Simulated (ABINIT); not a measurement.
Write the native input for ABINIT 10.8.3 (patched build) that does the following.

* Task: single point
* Functional: PBE
* Potentials or basis: JTH PAW PBE v2.0
* Cutoff: 544 eV
* k mesh: 10 × 10 × 6
* Occupations: fermi-dirac, width 0.05 eV
* Spin: no spin polarisation
* Fine-grid cutoff: 1088.46 eV
* Exchange and correlation inside the PAW spheres: full angular mesh (pawxcdev 0, this build's default; the released program takes 1)

The system is ZrS2.

```xyz
3
Lattice="3.6914 0.0000 0.0000 -1.8457 3.1968 0.0000 0.0000 0.0000 6.0411" Properties=species:S:1:pos:R:3 pbc="T T T"
Zr    0.0000    0.0000    0.0000
S     0.0000    2.1312    1.4372
S     1.8457    1.0656    4.6038
```

The cell is a database's computed one.

These files were run (other wordings do the same):

run.abi

```
# Pseudopotentials
pp_dirpath "./"
pseudos "Zr.GGA_PBE-JTH.xml, S.GGA_PBE-JTH.xml"

# Structure
acell 3.6913825498 3.6913825498 6.04107701 Angstrom
rprim
     1.0000000000     0.0000000000     0.0000000000
    -0.5000000000     0.8660254038     0.0000000000
     0.0000000000     0.0000000000     1.0000000000
ntypat 2
znucl 40 16
natom 3
typat 1 2 2
xred
     0.0000000000     0.0000000000     0.0000000000
     0.3333333333     0.6666666667     0.2379099700
     0.6666666667     0.3333333333     0.7620900300

# Plane-wave basis
ecut 20.0
pawecutdg 40.0

# k points
kptopt 1
ngkpt 10 10 6
nshiftk 1
shiftk 0.0 0.0 0.0

# Exchange and correlation
ixc 11

# Bands and occupations
nband 16
occopt 3
tsmear 0.05 eV

# SCF cycle
nstep 100
tolvrs 1.0e-9

# Output
iomode 3
prtwf 0
prtden 0
prteig 0
prtebands 0
enunit 2
```

Potentials or basis: JTH PAW PBE v2.0.

The run is started by

```console
$ abinit run.abi > log 2>&1
```

It gave:

```yaml
Pressure: 0.3 GPa
Largest_force: 0.033 eV/Å
Band_gap_on_the_k_mesh: 1.03 eV, indirect (least direct gap 1.64 eV)
Valence_electrons_inside_the_program's_atomic_spheres: Zr 8.91; S 3.60
```

Caveat: this functional lacks dispersion, which binds the layers, so the pressure and a relaxed spacing across them are unreliable.

Run time: 64 s on 1 thread of Arm Neoverse V2 (shared host), peak memory 0.18 GiB.
